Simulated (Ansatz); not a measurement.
Input and command of a plane-wave DFT calculation in Ansatz:

```yaml
crystal:
  lattice:
    - [2.854322333, 0.0, 0.0]
    - [-1.4271611665, 2.4719156509, 0.0]
    - [0.0, 0.0, 31.4205870243]
  atoms:
    - { symbol: Al, position: [0.3333333333, 0.6666666667, 0.2386970044] }
    - { symbol: Al, position: [0.0, 0.0, 0.3133550032] }
    - { symbol: Al, position: [0.6666666667, 0.3333333333, 0.3880130019] }
    - { symbol: Al, position: [0.0, 0.0, 0.4626710006] }
    - { symbol: Al, position: [0.3333333333, 0.6666666667, 0.5373289994] }
    - { symbol: Al, position: [0.0, 0.0, 0.6119869981] }
    - { symbol: Al, position: [0.6666666667, 0.3333333333, 0.6866449968] }
    - { symbol: Al, position: [0.0, 0.0, 0.7613029956] }
basis:
  ecutwfc: 420
kpoints:
  mp_grid: { grid: [12, 12, 1] }
hamiltonian:
  xc: pbe
scf:
  occupations: { method: gaussian, width: 0.1 }
output:
  forces: true
  stress: true
  eigenvalues: true
  write_density: true
  write_potential: true
  elf: true
  volumetric_format: npy
efield:
  axis: 3
  dipole_correction: true
  ramp_width: 0.04
```

```bash
ansatz run input.yaml --threads 1 --pin off --max-ram 2560MiB --backend cpu --events-out ev --progress --plain --runs-dir out
```

Processor: Oxide Virtual Turin-like Processor (Zen 5), 1 thread, on a host shared with other jobs.

How long does it run, and how much memory does it take?

About 11 s on 1 thread of Oxide Virtual Turin-like Processor (Zen 5) (shared host), peak memory 0.43 GiB. It solves 20 bands at 19 k points (the mesh reduced by the symmetry that the task leaves, which can be less than the crystal's) with about 4353 plane waves, in 7 SCF iterations.
